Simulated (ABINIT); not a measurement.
Ag:

```
CELL_PARAMETERS angstrom
2.93000 0.00000 0.00000
-1.46500 2.53745 0.00000
0.00000 0.00000 4.79000
ATOMIC_POSITIONS crystal
Ag 0.66667 0.33333 0.75000
Ag 0.33333 0.66667 0.25000
```

This isn't the form of Ag at room conditions, which is fcc.

Base run:

```yaml
Program: ABINIT 10.8.3 (patched build)
Functional: PW91
Potentials_or_basis: JTH PAW PBE v2.0
Cutoff: 544 eV
k_mesh: 10 × 10 × 6
Occupations: fermi-dirac, width 0.05 eV
Spin: no spin polarisation
```

Its results: band gap on the k mesh none (metal or under the smearing width); pressure 0.4 GPa.

Q: The run is repeated on the same cell with these changes: functional from PW91 to r2SCAN. What comes out?

A: Band gap on the k mesh none (metal or under the smearing width); pressure -2.6 GPa.

Caveats: the PAW data sets were made with another functional, which shifts forces and pressure a little.
